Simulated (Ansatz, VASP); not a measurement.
**One calculation of C, two programs**

```
CELL_PARAMETERS angstrom
3.53192 0.00000 0.00000
0.00000 3.53192 0.00000
0.00000 0.00000 3.53192
ATOMIC_POSITIONS crystal
C 0.00000 0.00000 0.00000
C 0.00000 0.50000 0.50000
C 0.50000 0.00000 0.50000
C 0.50000 0.50000 0.00000
C 0.25000 0.25000 0.25000
C 0.25000 0.75000 0.75000
C 0.75000 0.25000 0.75000
C 0.75000 0.75000 0.25000
```

Alike in both runs: functional LDA; k mesh 6 × 6 × 6; no spin polarisation.

Ansatz relaxed the structure, and its values are those at the end. VASP's run is a single point on that final structure, the one shown.

|  | VASP | Ansatz |
| --- | --- | --- |
| version | VASP 6.6.1 | Ansatz 0.2.0 |
| potentials or method | VASP PAW LDA potentials, release 64 (C) | scalar-relativistic, plane waves, PAW |
| plane-wave cutoff (eV) | 520 | 480 |
| occupations | gaussian, width 0.01 eV | fixed |
| valence electrons in the cell | 32 | 32 |

```tsv
	VASP	Ansatz	Ansatz less VASP
gap on the k mesh at the Fermi level (eV)	4.20	4.20	+0.008
least direct gap on the mesh (eV)	4.77	4.78	+0.013
pressure (GPa)	1.6	0.0	-1.55
```
